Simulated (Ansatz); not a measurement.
# A trial form of P

The calculation used DFT PBE, scalar-relativistic, plane waves, PAW (Ansatz). Cutoff 420 eV, Gaussian smearing, Γ-centred meshes. Cell and atoms relax first on a coarse mesh and then on a finer one. In between, the cell is made exact in the group found at 0.06 Å. In metals the finer mesh still leaves noise of several meV/atom or more. The steps can't lower the symmetry of their start. No spin polarisation.

Recipe of this trial structure of P: 3-, 4-connected net, elements by coordination (P4_2/mmc, No. 131). The dimensions are guesses.

```yaml
crystal:
  lattice:
    - [3.42179, 0.00000, 0.00000]
    - [0.00000, 3.42179, 0.00000]
    - [0.00000, 0.00000, 8.65790]
  atoms:
    - { symbol: P, position: [0.00000, 0.50000, 0.38136] }
    - { symbol: P, position: [0.50000, 0.00000, 0.11864] }
    - { symbol: P, position: [0.00000, 0.50000, 0.61864] }
    - { symbol: P, position: [0.50000, 0.00000, 0.88136] }
    - { symbol: P, position: [0.00000, 0.00000, 0.75000] }
    - { symbol: P, position: [0.00000, 0.00000, 0.25000] }
```

Energies count from the standard state of P at the same level. The references include black phosphorus.

Task: Which structure results?

Result: The symmetry stays P4_2/mmc (No. 131). The volume per atom grows by 51.6 %, from 16.9 to 25.6 Å³. The shortest distance goes from 2.05 Å (P–P) to 2.19 Å (P–P). The ratio c/a of the conventional cell changes by a factor of 1.85. The energy falls by about 0.73 eV/atom (the start's value is from the coarse mesh). Conventional cell: a = 3.202 Å, c = 14.986 Å. P on a site of symmetry 2mm has 2 P at 2.19 Å; around P on a site of symmetry -4m2 lie 4 P at 2.19 Å.

```cif
data_structure
_symmetry_space_group_name_H-M 'P 1'
_symmetry_Int_Tables_number 1
_cell_length_a 3.2022
_cell_length_b 3.2022
_cell_length_c 14.9863
_cell_angle_alpha 90.000
_cell_angle_beta 90.000
_cell_angle_gamma 90.000
_cell_volume 153.67
loop_
_atom_site_label
_atom_site_type_symbol
_atom_site_fract_x
_atom_site_fract_y
_atom_site_fract_z
_atom_site_occupancy
P1 P 0.00000 0.50000 0.34940 1
P2 P 0.50000 0.00000 0.15060 1
P3 P 0.00000 0.50000 0.65060 1
P4 P 0.50000 0.00000 0.84940 1
P5 P 0.00000 0.00000 0.75000 1
P6 P 0.00000 0.00000 0.25000 1
```

Task: How does it come out in energy, and is it a metal?

Result: The energy over the standard state is +0.25 eV/atom and the gap on the 12×12×4 mesh of the 6-atom cell is 0 eV (a metal).

So it is a metastable form at best.

The last run used Gaussian smearing of 0.10 eV. No dispersion correction is applied, so the spacing and binding between layers, chains or molecules are poorly described. The reference form of P is held partly by dispersion forces, which this level lacks. A structure relaxed within its symmetry needn't be a true minimum. In all, the 4 runs took 4.7 min on 1 thread of Arm Neoverse V1, with other jobs on the host.
